A model of diamond under uniform pressure can carry one stiffness for every load, or a stiffness that changes with volume. Near rest the single value is easy to remember: one percent of volume costs about 4 GPa. At a volume change of 4 to 5 percent, about one and a half percent in length, the pressure from this rule is already wrong by about a tenth. Compressed by 12 percent, the crystal pushes back with 73 GPa where the rule promises 52.

Diamond in a two-atom cell, computed with Ansatz 0.2.0 using PBE, PAW potentials and plane waves up to 420 eV, without spin polarisation, on a 12×12×12 k mesh with Fermi–Dirac smearing of 0.02 eV. The cells are the r2SCAN-relaxed cell and uniformly strained copies of it, not relaxed further in PBE. Positive pressure means compression.

| volume (Å³/atom) | shortest distance (Å) | pressure (GPa) |
| --- | --- | --- |
| 4.991 | 1.480 | 72.75 |
| 5.148 | 1.495 | 52.57 |
| 5.309 | 1.511 | 34.54 |
| 5.473 | 1.526 | 18.49 |
| 5.641 | 1.542 | 4.20 |
| 5.812 | 1.557 | -8.47 |
| 5.899 | 1.565 | -14.25 |
| 5.986 | 1.572 | -19.67 |
| 6.144 | 1.586 | -28.52 |
| 6.164 | 1.588 | -29.54 |
| 6.345 | 1.603 | -38.21 |
| 6.622 | 1.626 | -49.14 |

The rule is Hooke's law for uniform compression: pressure $P$ changes in proportion to volume $V$. Its slope comes from the two rows on either side of zero pressure, $(-8.47-4.20)/(5.812-5.641)=-74.1$ GPa per Å³/atom. Carried from there to the smallest volume, the line gives

$$P = 4.20 + 74.1\times(5.641-4.991) = 52.4\ \text{GPa},$$

which is 28 percent below the computed 72.75 GPa. At the largest volume the same line overstates the tension, printed as negative pressure, by 39 percent.

The pattern of the misses tells what is wrong with the line. A wrong slope would put it too high on one side of rest and too low on the other. Here it lies below the computed pressure in all ten rows that did not define it, under compression and under tension alike. From 5.473 to 4.991 Å³/atom the miss grows elevenfold, while the squared distance from zero pressure grows tenfold. Misses of one sign that grow roughly as the square of the distance are the mark of a bend that a straight line leaves out. The output below lists them row by row.

A quick test with only the two end rows would not have found this. The slope between the smallest and the largest volume is −74.7 GPa per Å³/atom, almost the same as the slope near rest. The curve is steeper than the line on the compressed side and flatter on the stretched side, and over a range centred near rest the two deviations cancel in the average. At least one row in the middle is needed to see the bend.

A second error has a different mark, a constant shift. The cell at 5.641 Å³/atom was relaxed with another functional, r2SCAN, whereas the pressures are PBE values. PBE prefers a volume one percent larger, so this nominally unstrained cell is under 4.20 GPa. Anyone who takes it as the point of zero pressure misplaces the whole line by that amount. The forces on the atoms give no warning, because the symmetry of the diamond lattice keeps them at zero at any volume, even at 73 GPa; only the pressure reveals the mismatch.

The bend itself is not a fault of the computed stress. Between 5.148 and 5.309 Å³/atom the change of the total energy gives a pressure of 43.3 GPa, and the mean of the two computed pressures is 43.6 GPa. Nor does the curve become straight when each step is counted relative to the current volume. The bulk modulus, the pressure needed per relative change of volume, falls from about 650 GPa between the two smallest volumes to about 256 GPa between the two largest. The stiffness itself changes, and no single value can serve the whole range.

The reason lies in how the energy of a bond depends on its length. Shortening the bonds squeezes the valence electrons into less space, which raises their kinetic energy, and pushes them closer to the carbon cores, whose filled 1s shell repels their s part through the Pauli principle. Both costs climb ever more steeply as the atoms approach. The electrostatic attraction that holds the crystal together also strengthens, but less abruptly. Each further step of compression therefore adds more pressure than the last, and each further step of stretching adds less tension.

The energies of the same calculations show the balance of these parts. One percent of shortening raises the kinetic energy by 0.26 eV per two-atom cell more on the compressed side than on the stretched side, and the nonlocal part of the potential, which includes the repulsion by the cores, adds another 0.11 eV. Against this, the electrostatic energy of the ions in a neutralising background falls more steeply by 0.24 eV. The repulsive parts thus gain the upper hand on compression, which is why the crystal resists at all. A crystal that obeyed the straight line would show such a difference too, so these figures do not yet explain the bend.

These energy differences come from the volumes 4.991, 5.641 and 6.164 Å³/atom. A fourth volume, 5.309, allows a closer test, because on a straight line the curvature of the total energy against volume would stay the same. At these four volumes, from the smallest to the largest, the kinetic energy is 193.84, 189.22, 184.91 and 179.00 eV per cell, and the nonlocal part is 55.111, 54.181, 53.384 and 52.408 eV. Over the three smallest volumes the curvature of the kinetic energy is therefore about a fifth larger than over the three largest, and that of the nonlocal part about a quarter larger. Both make the crystal stiffer on compression, but the opposing curvature of the ions' electrostatic energy grows in similar proportion and cancels most of what these two parts add. How the energy divides into such parts depends on the potentials used, and the bend is the small remainder of large opposing changes, so the figures are compatible with the explanation but do not establish it.

The same reasoning gives the direction of the error wherever compression shortens the bonds themselves, rather than tilting parts of an open framework, and a steep repulsion balances a gentler attraction: a stiffness taken at rest promises too little resistance to compression and too much to stretching. For diamond compressed to a given volume, a model with one stiffness therefore understates the stress, which is the unsafe side. Under tension it overstates the stress, but the computed values are no measure of strength, since they belong to a perfect crystal expanded evenly in all directions. A load that changes the volume by more than a few percent calls for a stiffness that varies with volume, counted from the volume at which the chosen functional itself gives zero pressure.

Output of the analysis:

```
Linear law against the calculation:
    row  volume from zero pressure in %  linear law in GPa  computed in GPa  law less computed in GPa
  4.991                           -12.4              52.36            72.75                    -20.39
  5.148                          -9.648              40.73            52.57                    -11.84
  5.309                          -6.822               28.8            34.54                    -5.741
  5.473                          -3.943              16.65            18.49                    -1.842
  5.641                         -0.9949                4.2              4.2                -2.309e-14
  5.812                           2.006              -8.47            -8.47                -2.309e-14
  5.899                           3.533             -14.92           -14.25                   -0.6661
  5.986                            5.06             -21.36           -19.67                    -1.692
  6.144                           7.833             -33.07           -28.52                    -4.549
  6.164                           8.184             -34.55           -29.54                    -5.011
  6.345                           11.36             -47.96           -38.21                    -9.752
  6.622                           16.22             -68.49           -49.14                    -19.35
Volume at zero PBE pressure, Å³/atom: 5.698
Its excess over the r2SCAN cell, % of volume: 1.005
Its excess over the r2SCAN cell, % of length: 0.3338
Slope between the rows around zero pressure, GPa per Å³/atom: -74.09
Slope between the first and the last row, GPa per Å³/atom: -74.73
Miss at the smallest volume, % of the computed pressure: 28.03
Miss at the largest volume, % of the computed tension: 39.37
Growth of the miss from 5.473 to 4.991, factor: 11.07
Growth of the squared distance from zero pressure over the same rows, factor: 9.892
Pressure change for 4 % shorter bonds from the r2SCAN cell, GPa: 68.55
Pressure change for 4 % longer bonds from the r2SCAN cell, GPa: -42.41
Bulk modulus between the two smallest volumes, GPa: 651.6
Bulk modulus between the rows around zero pressure, GPa: 424.3
Bulk modulus between the two largest volumes, GPa: 255.8
Pressure from the energy difference 5.148 to 5.309, GPa: 43.26
Mean of the two computed pressures there, GPa: 43.55
Pressure from the energy difference 6.345 to 6.622, GPa: -43.85
Mean of the two computed pressures there, GPa: -43.67
Steepening of the kinetic energy, eV per cell and %: 0.2611
Steepening of the nonlocal core part, eV per cell and %: 0.1064
Steepening of the ion-ion electrostatic gain, eV per cell and %: 0.2442
Steepening of the total energy, eV per cell and %: 0.09877
```
